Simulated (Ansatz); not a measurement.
Suppose MgO takes space group P4_132 (No. 213), with Mg on 4b; O on 4a. Recipe of this trial structure of MgO: 3-connected net, two elements alternating.

Theory: Ansatz, DFT PBE, scalar-relativistic, plane waves, PAW. Cutoff 420 eV, Γ-centred mesh, Gaussian smearing, no spin polarisation.

The zero of energy is the elements' standard structures at the same level (O₂ as a molecule); no fitted shifts are applied.

**Question.** Which cell and coordinates does it relax to?

**Answer.**

Space group P4_132 (No. 213). a = 5.393 Å, b = 5.393 Å, c = 5.393 Å, α = 90.00°, β = 90.00°, γ = 90.00°
| atom | site | symmetry | x | y | z |
| --- | --- | --- | --- | --- | --- |
| Mg | 4b | .32 | 0.8750 | 0.8750 | 0.8750 |
| O | 4a | .32 | 0.3750 | 0.3750 | 0.3750 |

Around Mg lie 3 O at 1.91 Å; O is surrounded by 3 Mg at 1.91 Å.

**Question.** And its energy and gap?

**Answer.** The formation energy is −2.176 eV/atom and the gap on the 6×6×6 mesh of the 8-atom cell is 1.75 eV. It lies below the elements, which doesn't yet make it stable against other compounds or structures.

The last run used Gaussian smearing of 0.02 eV. Kohn–Sham gaps at this level usually fall short of measured ones. Symmetry constrained the relaxation, so the result can be a saddle point.
